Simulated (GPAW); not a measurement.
## Ag in GPAW: convergence with k mesh

The system is Ag.

```xyz
1
Lattice="-1.6557 1.6557 1.6557 1.6557 -1.6557 1.6557 1.6557 1.6557 -1.6557" Properties=species:S:1:pos:R:3 pbc="T T T"
Ag    0.0000    0.0000    0.0000
```

This isn't the form of Ag at room conditions, which is fcc.

```yaml
Program: GPAW 26.7.0
Task: convergence study
Functional: r2SCAN
Potentials_or_basis: GPAW PAW data sets (gpaw-data 1.2.1)
Cutoff: 600 eV
Basis: pw
k_mesh: 3 × 3 × 3
Occupations: fermi-dirac, width 0.05 eV
Spin: no spin polarisation
```

These are the settings of the first run; the series varies k mesh, with any setting tied to it.

Hardware: 1 thread of Arm Neoverse V1 (shared host).

| k mesh | energy less the tightest run, at zero smearing (meV/atom) | pressure (GPa) | SCF cycles | CPU time (s) | peak memory (GiB) |
| --- | --- | --- | --- | --- | --- |
| 3 × 3 × 3 | -367.13 | -7.13 | 12 | 7.4 | 0.21 |
| 4 × 4 × 4 | 309.57 | -2.87 | 12 | 12 | 0.21 |
| 5 × 5 × 5 | -12.34 | -3.84 | 12 | 14 | 0.21 |
| 6 × 6 × 6 | 101.92 | -2.99 | 12 | 21 | 0.22 |
| 7 × 7 × 7 | -10.61 | -3.38 | 12 | 24 | 0.22 |
| 9 × 9 × 9 | -8.06 | -3.39 | 12 | 41 | 0.22 |
| 10 × 10 × 10 | 32.33 | -2.98 | 12 | 55 | 0.22 |
| 12 × 12 × 12 | 17.51 | -2.97 | 12 | 82 | 0.23 |
| 15 × 15 × 15 | 0.00 | -3.44 | 12 | 130 | 0.24 |

Not settled before the last step: the energy (to 1 meV/atom), the pressure (to 0.1 GPa). Meshes of other sizes hit other points, so gaps and Fermi surfaces needn't settle smoothly. The tightest run that finished is the yardstick and may itself not be fully converged.

Caveat, for the tightest run too: the PAW data sets were made with another functional, which shifts forces and pressure a little.
